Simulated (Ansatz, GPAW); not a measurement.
Given: the input of a run of GPAW 26.7.0 (ASE script) on ZnSe (Stilleite). 

The input run.py:

```python
from ase.dft.bandgap import bandgap
from ase.io import read, write
from ase.units import Bohr, GPa
from gpaw import GPAW, PW
from gpaw.elf import elf_from_dft_calculation

atoms = read('ZnSe.xyz')

calc = GPAW(mode=PW(600),
            xc='PBE',
            kpts={'size': (8, 8, 8), 'gamma': True},
            occupations={'name': 'methfessel-paxton', 'order': 0, 'width': 0.018000000000000002},
            nbands=18,
            convergence={'density': 1e-05, 'energy': 1e-05},
            maxiter=150,
            txt='gpaw.txt')
atoms.calc = calc
energy = atoms.get_potential_energy()
forces = atoms.get_forces()
stress = atoms.get_stress()
calc.write('gs.gpw')
write('result.traj', atoms)
print(f'Energy: {energy:.6f} eV')
print('Forces (eV/A):')
print(forces.round(4))
print('Stress (GPa):', (stress / GPa).round(3))
print('Fermi level:', round(calc.get_fermi_level(), 4), 'eV')
print(f'Gap: {bandgap(calc)[0]:.4f} eV, direct: {bandgap(calc, direct=True)[0]:.4f} eV')

# fields on the real-space grid
write('density.cube', atoms, data=calc.get_pseudo_density() * Bohr**3)
write('potential.cube', atoms, data=calc.get_electrostatic_potential())
write('elf.cube', atoms, data=elf_from_dft_calculation(calc).data)
```

Contents of ZnSe.xyz:

```xyz
2
Lattice="0.0000000000 2.8338000000 2.8338000000 2.8338000000 0.0000000000 2.8338000000 2.8338000000 2.8338000000 0.0000000000" Properties=species:S:1:pos:R:3 pbc="T T T"
Se     4.2507000000      4.2507000000      4.2507000000
Zn     0.0000000000      0.0000000000      0.0000000000
```

Potentials or basis: GPAW PAW data sets (gpaw-data 1.2.1), pw.

The run is started by

```bash
$ OMP_NUM_THREADS=1 python run.py
```

Translate it to Ansatz 0.2.0. Potentials or basis there: all-electron LAPW, scalar-relativistic.

As run (cutoffs and basis follow the program's own potentials, and thresholds, step limits or extra output files can differ):

Contents of input.yaml:

```yaml
crystal:
  lattice:
    - [0.0, 2.8338, 2.8338]
    - [2.8338, 0.0, 2.8338]
    - [2.8338, 2.8338, 0.0]
  atoms:
    - { symbol: Se, position: [0.75, 0.75, 0.75] }
    - { symbol: Zn, position: [0.0, 0.0, 0.0] }
kpoints:
  mp_grid: { grid: [8, 8, 8] }
scf:
  occupations: { method: gaussian, width: 0.018 }
hamiltonian:
  xc: pbe
  pseudopotentials: { kind: all_electron, lapw: { basis_error: 0.001 } }
output:
  forces: true
  stress: true
  eigenvalues: true
```

Potentials or basis: all-electron LAPW, scalar-relativistic.

Run with:

```sh
$ ansatz run input.yaml --threads 1 --pin off --max-ram 3072MiB --backend cpu --events-out ev --progress --plain --runs-dir out
```

Both were run:

|  | GPAW | Ansatz |
| --- | --- | --- |
| Pressure | 2.1 GPa | 2.1 GPa |

Where Ansatz's input types no cutoff or centring, it takes its own default and a Γ-centred mesh.

Pressure is positive in compression.
